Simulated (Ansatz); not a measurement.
# The graphene bilayer (AB) between two gates

Wanted: Fermi level and gate voltage of the graphene bilayer (AB) as it is charged.

Program: Ansatz 0.2.0. Level of theory: plane-wave DFT, PBE-D3(BJ), Ansatz PAW, in the first sound run; inputs show where later runs differ. Results are calculated unless marked as measured.

**1. Set-up**

The cell holds 4 atoms: 4 C. Cell: a = 2.467 Å, b = 2.467 Å, c = 37.750 Å, α = 90.0°, β = 90.0°, γ = 120.0°. Regions: layer 1: graphene, 2 atoms (2 C); layer 2: graphene, 2 atoms (2 C). Vacuum lies along c.

**2. Relaxation**

The starting cell is a guess, so the in-plane lattice and the atoms are relaxed first, with the slab cut off from its images along the normal.

input.yaml reads:

```yaml
crystal:
  lattice:
    - [2.467, 0.0, 0.0]
    - [-1.2335, 2.1364846711, 0.0]
    - [0.0, 0.0, 37.750000002]
  atoms:
    - { symbol: C, position: [0.6666666667, 0.3333333333, 0.455629139] }
    - { symbol: C, position: [0.3333333333, 0.6666666667, 0.455629139] }
    - { symbol: C, position: [0.0, 0.0, 0.544370861] }
    - { symbol: C, position: [0.6666666667, 0.3333333333, 0.544370861] }
  periodic: [true, true, false]
kpoints:
  mp_grid: { grid: [18, 18, 1] }
hamiltonian:
  xc: pbe
  dispersion: d3bj
scf:
  occupations: { method: fermi_dirac, width: 0.05 }
  convergence: { dr2_threshold: 1.0e-09 }
relax:
  f_tol: 0.004
  max_steps: 90
  cell: {}
output:
  write_potential: true
  write_density: true
  volumetric_format: npy
```

The run is started by

```sh
ansatz run input.yaml --threads 4 --pin off --max-ram 16384MiB --backend cpu --events-out ev --progress --plain --runs-dir out
```

Numbers of over 12 decimals in the logs are rounded to 6 here.

Output:

```text
Warning: relax.cell: scf.convergence.dr2_threshold = 1e-9 eV is looser than the 2.24438552741e-10 eV advised for a relaxation that steers and ends on the stress (1e-10 eV for each atom of the cell: 4, times the square of relax.cell.stress_2d_tol = 0.05 N/m over 13.4 Å (the atoms' height at the walk's start and 5 Å past either face), 3.745e-2 GPa, over a crystal's default 0.05). What an SCF threshold leaves in a stress goes as its square root, and in the free energy as the threshold itself, and one threshold admits the most on a small cell: [figures from the program's tests cut] Set scf.convergence.dr2_threshold to 2.24438552741e-10 eV or tighter. [rest of the remark cut]
Engine: ansatz 0.2.0, aarch64-unknown-linux-gnu
Pseudopotentials: kind: paw
Pseudopotential: C, paw, valence charge 4, recommended cutoff 420 eV (normal), C.paw.azcp
Functional definition: PBE
  parameter kappa = 0.804
  parameter beta = 0.066725
  exchange = pbe_x(kappa = kappa, mu = beta*pi^2/3)
  correlation = pbe_c(beta = beta)
Crystal: 4 atoms, lattice volume = 198.969 Å³
Basis set: ecut = 420 eV, 3769 PW (Γ), exchange–correlation on 36×36×512 points (8 copies of the dense FFT grid, shifted against one another)
Bands: 12, of which v1, the nominal top of the filled ones, is band 8 counted from 1 (7 counted from 0)
Symmetry: 12 space group operations
Space group: P-3m1 (ITA 164), of the structure as read, at distance tolerance 5.8e-5 Å
k-points: 37 of 324
Non-local potential: C, projectors of the file, l = 0: 2, l = 1: 2, l = 2: 1
PAW form: soft (Blöchl's): semilocal exchange-correlation on the pseudo side does not see the compensation charge
PAW one-centre angular grid: C, 110 points (default); XC on 64 Gauss nodes
Initial density: superposition of atomic densities (neutral atoms: chi_scale 0, normalization atom), corrected by the library's trained network
Initial wavefunctions: pseudopotential atomic-orbital guess
Functional: x = pbe(κ = 0.804, μ = 0.219515), c = pbe(β = 0.066725)
SCF iter   1: F=—  HF=-1004.220841 eV  |F-HF|=—  |Δ(HF+E_count)|=         —  Δρ=1.46e-3  dr2=5.51e-3  ethr=1.77e-3  ⟨swp⟩=11.1  Hψ=4241  notcnv=0
preconditioner: auto → LDOS  [metal: Δε(μ)=0.354 eV  Ē_g=14.887 eV  σ=0.050 eV  W_gap=0.50  n_scr=20 (ndim 8)  ℏωp=10.5 eV  f_vac=0.799  D(μ)=0.12/eV (n_scr^D=4)  β→1.0]
SCF iter   2: F=—  HF=-1004.222153 eV  |F-HF|=—  |Δ(HF+E_count)|=   1.31e-3  Δρ=7.59e-4  dr2=4.59e-3  ethr=3.45e-5  ⟨swp⟩=4.7  Hψ=1619  notcnv=0
SCF iter   3: F=—  HF=-1004.220835 eV  |F-HF|=—  |Δ(HF+E_count)|=   1.32e-3  Δρ=2.56e-4  dr2=4.55e-4  ethr=2.87e-5  ⟨swp⟩=3.6  Hψ=959  notcnv=0
SCF iter   4: F=—  HF=-1004.220758 eV  |F-HF|=—  |Δ(HF+E_count)|=   7.64e-5  Δρ=6.18e-5  dr2=7.03e-6  ethr=2.85e-6  ⟨swp⟩=3.3  Hψ=897  notcnv=0
SCF iter   5: F=—  HF=-1004.220755 eV  |F-HF|=—  |Δ(HF+E_count)|=   3.51e-6  Δρ=8.80e-6  dr2=1.84e-7  ethr=4.39e-8  ⟨swp⟩=3.3  Hψ=1059  notcnv=0
SCF iter   6: F=—  HF=-1004.220780 eV  |F-HF|=—  |Δ(HF+E_count)|=   2.51e-5  Δρ=4.50e-6  dr2=3.74e-8  ethr=1.15e-9  ⟨swp⟩=2.9  Hψ=887  notcnv=0
SCF iter   7: F=-1004.220780 eV  HF=-1004.220780 eV  |F-HF|=9.38e-9  |Δ(HF+E_count)|=   2.62e-9  Δρ=9.49e-7  dr2=7.20e-10  ethr=6.25e-12  ⟨swp⟩=9.4  Hψ=3579  notcnv=0
SCF 1 converged in 7 iterations: F = -1004.220780 eV  dr2 = 7.20e-10
  greatest PAW one-centre occupation: 0.672 electrons in one spin orbital (limit 2), on the C atom at site 3 (counted from 0), in its partial waves of l = 0
relax step   1: F+E_penalty+E_count = -1004.22077983 eV  Δ(F+E_penalty+E_count) = +0.000e0 eV  max|allowed force component| = 1.745e-2 eV/Å  Δτ_max = 0.0000 Å  P = -0.603 N/m  Ω = 198.969 Å³  fix = [c, alpha, beta]  reactions: c -0.000 N/m  (7 SCF iters, accepted)
Crystal: 4 atoms, lattice volume = 198.783 Å³
Initial density: handed on by an earlier stage of this run
Initial wavefunctions: those handed on with the density
iter 1 solved again at ethr=1.81e-3 eV; its pass at ethr=3.10e-3 eV (dr2=2.89e-1 eV) is discarded
SCF iter   1: F=—  HF=-1004.304608 eV  |F-HF|=—  |Δ(HF+E_count)|=         —  Δρ=1.31e-2  dr2=2.88e-1  ethr=1.81e-3  ⟨swp⟩=1.8  Hψ=4113  notcnv=0
preconditioner: auto → LDOS  [metal: Δε(μ)=0.248 eV  Ē_g=14.806 eV  σ=0.050 eV  W_gap=0.49  n_scr=20 (ndim 8)  ℏωp=10.5 eV  f_vac=0.795  D(μ)=0.13/eV (n_scr^D=4)  β→1.0]
SCF iter   2: F=—  HF=-1004.382951 eV  |F-HF|=—  |Δ(HF+E_count)|=   7.83e-2  Δρ=8.40e-3  dr2=5.60e-1  ethr=1.80e-3  ⟨swp⟩=5.8  Hψ=1696  notcnv=0  defer=3
SCF iter   3: F=—  HF=-1004.219794 eV  |F-HF|=—  |Δ(HF+E_count)|=   1.63e-1  Δρ=9.60e-4  dr2=2.72e-3  ethr=1.80e-3  ⟨swp⟩=4.5  Hψ=1223  notcnv=0  defer=3
SCF iter   4: F=—  HF=-1004.219648 eV  |F-HF|=—  |Δ(HF+E_count)|=   1.46e-4  Δρ=2.19e-4  dr2=5.59e-5  ethr=1.70e-5  ⟨swp⟩=3.6  Hψ=1254  notcnv=0  defer=1
SCF iter   5: F=—  HF=-1004.219725 eV  |F-HF|=—  |Δ(HF+E_count)|=   7.72e-5  Δρ=1.14e-4  dr2=2.18e-5  ethr=3.50e-7  ⟨swp⟩=2.9  Hψ=922  notcnv=0
SCF iter   6: F=—  HF=-1004.219721 eV  |F-HF|=—  |Δ(HF+E_count)|=   4.39e-6  Δρ=2.32e-5  dr2=9.64e-7  ethr=1.36e-7  ⟨swp⟩=2.3  Hψ=807  notcnv=0
SCF iter   7: F=—  HF=-1004.219745 eV  |F-HF|=—  |Δ(HF+E_count)|=   2.42e-5  Δρ=2.64e-6  dr2=1.42e-8  ethr=6.02e-9  ⟨swp⟩=3.3  Hψ=884  notcnv=0
SCF iter   8: F=—  HF=-1004.219745 eV  |F-HF|=—  |Δ(HF+E_count)|=   3.30e-8  Δρ=8.54e-7  dr2=1.54e-9  ethr=6.25e-12  ⟨swp⟩=10.7  Hψ=3158  notcnv=0
SCF iter   9: F=-1004.219745 eV  HF=-1004.219745 eV  |F-HF|=6.71e-12  |Δ(HF+E_count)|=   4.68e-9  Δρ=9.45e-8  dr2=1.15e-11  ethr=6.25e-12  ⟨swp⟩=9.5  Hψ=2731  notcnv=0
SCF 2 converged in 9 iterations: F = -1004.219745 eV  dr2 = 1.15e-11
relax step   2: F+E_penalty+E_count = -1004.21974501 eV  Δ(F+E_penalty+E_count) = +1.035e-3 eV  max|allowed force component| = 1.954e-2 eV/Å  Δτ_max = 0.0835 Å  P = -0.145 N/m  Ω = 198.783 Å³  energy of the carried Pulay correction = +1.059e-4 eV  fix = [c, alpha, beta]  (9 SCF iters, rejected (line search))
Crystal: 4 atoms, lattice volume = 198.741 Å³
iter 1 solved again at ethr=6.98e-4 eV; its pass at ethr=3.10e-3 eV (dr2=1.12e-1 eV) is discarded
SCF iter   1: F=—  HF=-1004.254027 eV  |F-HF|=—  |Δ(HF+E_count)|=         —  Δρ=8.17e-3  dr2=1.11e-1  ethr=6.98e-4  ⟨swp⟩=2.0  Hψ=3851  notcnv=0
preconditioner: auto → LDOS  [metal: Δε(μ)=0.319 eV  Ē_g=14.853 eV  σ=0.050 eV  W_gap=0.50  n_scr=20 (ndim 8)  ℏωp=10.5 eV  f_vac=0.803  D(μ)=0.12/eV (n_scr^D=4)  β→1.0]
SCF iter   2: F=—  HF=-1004.283319 eV  |F-HF|=—  |Δ(HF+E_count)|=   2.93e-2  Δρ=5.21e-3  dr2=2.14e-1  ethr=6.94e-4  ⟨swp⟩=4.7  Hψ=1477  notcnv=0
SCF iter   3: F=—  HF=-1004.221490 eV  |F-HF|=—  |Δ(HF+E_count)|=   6.18e-2  Δρ=5.75e-4  dr2=8.58e-4  ethr=6.94e-4  ⟨swp⟩=4.2  Hψ=1122  notcnv=0
SCF iter   4: F=—  HF=-1004.221447 eV  |F-HF|=—  |Δ(HF+E_count)|=   4.28e-5  Δρ=1.24e-4  dr2=1.59e-5  ethr=5.36e-6  ⟨swp⟩=3.7  Hψ=1186  notcnv=0
SCF iter   5: F=—  HF=-1004.221410 eV  |F-HF|=—  |Δ(HF+E_count)|=   3.79e-5  Δρ=1.36e-5  dr2=5.72e-7  ethr=9.92e-8  ⟨swp⟩=3.2  Hψ=966  notcnv=0
SCF iter   6: F=—  HF=-1004.221428 eV  |F-HF|=—  |Δ(HF+E_count)|=   1.89e-5  Δρ=4.06e-6  dr2=5.00e-8  ethr=3.57e-9  ⟨swp⟩=3.0  Hψ=853  notcnv=0
SCF iter   7: F=—  HF=-1004.221428 eV  |F-HF|=—  |Δ(HF+E_count)|=   1.13e-8  Δρ=1.77e-6  dr2=6.92e-9  ethr=3.13e-10  ⟨swp⟩=2.8  Hψ=880  notcnv=0
SCF iter   8: F=-1004.221428 eV  HF=-1004.221428 eV  |F-HF|=2.53e-9  |Δ(HF+E_count)|=   3.35e-9  Δρ=3.26e-7  dr2=2.51e-10  ethr=6.25e-12  ⟨swp⟩=10.1  Hψ=3009  notcnv=0
SCF 3 converged in 8 iterations: F = -1004.221428 eV  dr2 = 2.51e-10
relax step   3: F+E_penalty+E_count = -1004.22142841 eV  Δ(F+E_penalty+E_count) = -6.486e-4 eV  max|allowed force component| = 3.261e-3 eV/Å  Δτ_max = 0.0322 Å  P = -0.081 N/m  Ω = 198.741 Å³  energy of the carried Pulay correction = +1.298e-4 eV  fix = [c, alpha, beta]  reactions: c -0.000 N/m  (8 SCF iters, accepted)
[...]
relax step   4: F+E_penalty+E_count = -1004.22147573 eV  Δ(F+E_penalty+E_count) = -4.731e-5 eV  max|allowed force component| = 5.133e-4 eV/Å  Δτ_max = 0.0058 Å  P = -0.005 N/m  Ω = 198.705 Å³  energy of the carried Pulay correction = +1.505e-4 eV  fix = [c, alpha, beta]  reactions: c -0.000 N/m  (7 SCF iters, accepted)
Initial wavefunctions: pseudopotential atomic-orbital guess (no wavefunctions were taken with the density)
iter 1 solved again at ethr=3.32e-7 eV; its pass at ethr=3.10e-3 eV (dr2=5.32e-5 eV) is discarded
SCF iter   1: F=—  HF=-1004.221334 eV  |F-HF|=—  |Δ(HF+E_count)|=         —  Δρ=4.00e-6  dr2=4.20e-9  ethr=3.32e-7  ⟨swp⟩=5.6  Hψ=6239  notcnv=0
eigensolver tolerance schedule: the retry pair's looser diagonalisation over-reported the residual by 12642.98 of it (diagonalisation noise at an unbounded share of the residual, at the tolerance the schedule requests for it); recorded, not acted on — ethr = c·dr2/N_el stays at c = 1.0e-1
preconditioner: auto → LDOS  [metal: Δε(μ)=0.319 eV  Ē_g=14.819 eV  σ=0.050 eV  W_gap=0.50  n_scr=20 (ndim 8)  ℏωp=10.5 eV  f_vac=0.802  D(μ)=0.12/eV (n_scr^D=4)  β→1.0]
SCF iter   2: F=—  HF=-1004.221298 eV  |F-HF|=—  |Δ(HF+E_count)|=   3.64e-5  Δρ=6.45e-7  dr2=3.86e-10  ethr=6.25e-12  ⟨swp⟩=15.7  Hψ=5088  notcnv=0
SCF iter   3: F=-1004.221298 eV  HF=-1004.221298 eV  |F-HF|=1.58e-10  |Δ(HF+E_count)|=   1.60e-9  Δρ=3.73e-7  dr2=3.28e-10  ethr=2.42e-12  ⟨swp⟩=7.1  Hψ=2875  notcnv=0
SCF 5 converged in 3 iterations: F = -1004.221298 eV  dr2 = 3.28e-10
relax step   5: F+E_penalty+E_count = -1004.22129779 eV  Δ(F+E_penalty+E_count) = +1.779e-4 eV  max|allowed force component| = 5.070e-4 eV/Å  Δτ_max = 0.0000 Å  P = -0.010 N/m  Ω = 198.705 Å³  fix = [c, alpha, beta]  reactions: c -0.000 N/m  stress off target by 1.04e-2 N/m on what of the cell is left free  SCF on the basis re-selected at this cell (its energy is not comparable with the rows above)  (3 SCF iters)
basis re-selected at this cell: Δ(F+E_penalty+E_count) = +1.779e-4 eV, ΔP = -0.005 N/m vs the last step (what re-selecting the basis moved, of the pressure what is left beyond the Pulay correction that the steps carried, after the strain that the cell walked since its last selection, with what the two solves' SCF thresholds leave and, on support functions, any second-order correction that the steps lacked; it is no m [...]
WARN: The output density's exchange-correlation potential varies sharply where the density is thin. Do not read a vacuum level from v_tot or v_xc, or from such a field of the output density. On a cell that repeats whose density bears no net charge and no dipole along the vacuum's axis use v_es (v_loc + v_h of the components); under efield.dipole_correction with no amplitude use v_es + v_field, which holds any externa [...]
SCF converged after 3 iterations
Free energy (F): -1004.221298 eV
Harris-Foulkes:  -1004.221298 eV  (|F-HF|=1.58e-10)
Internal energy: -1004.220424 eV  (E = F + TS)
E sigma→0 (E₀):  -1004.220861 eV
Entropy (-TS):   -0.000874 eV (-0.218 meV/atom)
Fermi energy:    -4.274900 eV
--- Per-component energies (eV) ---
  E_band       = -214.609956
  E_kinetic    = 363.521980
  E_local      = -33242.422984  (includes V_loc(G=0)·N_el)
  E_nonlocal   = 109.190494
  E_hartree    = 16409.980431
  E_xc         = -191.956581
  E_vxc        = -237.651356  (∫ρ·V_xc dr)
  E_paw        = -397.372364  (= ΣΔE_a)
  E_vpaw       = -27.209775  (= ΣTr[D̂ρ^β])
  E_aug_tail   = 0.000030  (compensation charges beyond the density's cutoff)
  E_ewald      = 15945.312708
  E_disp       = -0.474137  (pairwise vdW)
  E_smearing   = -0.000874  (= −TS)
  E_closure    = -0.000000  (closes the sum)
  Σ components = -1004.221298   (vs F -1004.221298, Δ=0.00e0)
--- Forces (eV/Å), atoms counted from 1 ---
  atom   1  C      0.00000000     0.00000000    -0.00009918
  atom   2  C     -0.00000000    -0.00000000     0.00050703
  atom   3  C     -0.00000000     0.00000000    -0.00050703
  atom   4  C     -0.00000000    -0.00000000     0.00009918
  max |Σ_I F_I| component: 1.48e-16 eV/Å
--- 2D stress c σ (N/m, compression-positive) ---
       -0.010436      -0.000000      -0.000000
       -0.000000      -0.010436      -0.000000
       -0.000000      -0.000000      -0.000000
  P = ½ c Tr σ = -0.0104 N/m
--- Band table (eV; the first three rows and the last of 37) ---
  k-point 0: bands = [... 4 lower, -7.3087, -7.3087, -7.3011, -7.3011, -0.8509, -0.4943, 0.2073, 0.2652]
  k-point 1: bands = [... 4 lower, -7.6086, -7.5975, -7.4666, -7.4565, -0.7527, -0.3948, 0.3086, 0.3667]
  k-point 2: bands = [... 4 lower, -8.4311, -8.4125, -7.8849, -7.8709, -0.4583, -0.0963, 0.6127, 0.6710]
  k-point 36: bands = [... 4 lower, -14.8329, -14.8329, -4.5772, -4.2750, -4.2750, -3.9561, 6.3055, 6.3055]
  the weakly bound empty levels are not read free of the cell's end (no_gap_told)
--- Relaxed structure (4 steps of the walk, 3 accepted, 1 SCFs on fresh bases) ---
  F+E_penalty+E_count = -1004.22129779 eV   max|allowed force component| = 5.070e-4 eV/Å   (the final SCF, on the basis selected at the relaxed cell)
  cell:  # Å, volume = 198.7051 Å³
    - [2.465362, 0.0, 0]
    - [-1.232681, 2.135066, 0]
    - [0, 0, 37.750000002]
  atoms:
    - { symbol: C, position: [0.666667, 0.333333, 0.454944] }
    - { symbol: C, position: [0.333333, 0.666667, 0.454931] }
    - { symbol: C, position: [3.1040734209895623e-18, 1.3877787809430056e-17, 0.545069] }
    - { symbol: C, position: [0.666667, 0.333333, 0.545056] }
```

The job ended after 21 s (4 threads of Arm Neoverse N1, shared host; peak memory 0.49 GiB; 76 s of CPU time).

Relaxation path:

```csv
step,energy less that of the first step (eV),largest force component (eV/Å),volume (Å³)
1,0.0000,0.0175,198.97
2,0.0010,0.0195,198.78
3,-0.0006,0.0033,198.74
4,-0.0007,0.0005,198.71
5*,-0.0005,0.0005,198.71
```

Relaxation steps marked * repeat the geometry before them on a plane-wave basis chosen anew for their cell, so energy and pressure can jump there. Relaxation step 2 was tried and not accepted.

Forces are held to the 12 operations that the run works with; a distortion that breaks them can't arise in this run.

```csv
cell as run,before,after,change
a (Å),2.467,2.465,-0.1 %
b (Å),2.467,2.465,-0.1 %
```

The atoms that moved most (Å, along periodic axes as changes of fractional coordinates times the final cell, across vacuum about the mean position):

```csv
atom,dx,dy,dz,length
C2,0.000,0.000,-0.026,0.026
C3,0.000,0.000,0.026,0.026
C1,0.000,0.000,-0.026,0.026
C4,0.000,0.000,0.026,0.026
```

Final coordinates:

```xyz
4
Lattice="2.4654 0.0000 0.0000 -1.2327 2.1351 0.0000 0.0000 0.0000 37.7500" Properties=species:S:1:pos:R:3
C     1.2327    0.7117   17.1741
C     0.0000    1.4234   17.1736
C     0.0000    0.0000   20.5764
C     1.2327    0.7117   20.5759
```

Numbers from this step:

```
energy at zero smearing : -1004.2209 eV
```

The lattice constant a goes from 2.467 to 2.465 Å.

[end of part 1 of 3]

[Logs are printed without paths, hosts, clocks, repeated set-up lines and the standing remarks that a program may print on its own settings, such as how far it seeks lower states.]

[Hosts, paths, dates, database ids (printed as entryN), source tags and the programs' standing remarks are cut or masked in the printed files.]

[Maps of the electrostatic potential energy from Ansatz leave out the sawtooth potential of an applied field or a dipole correction, so their vacuum need not be flat; planar profiles and work functions include it.]
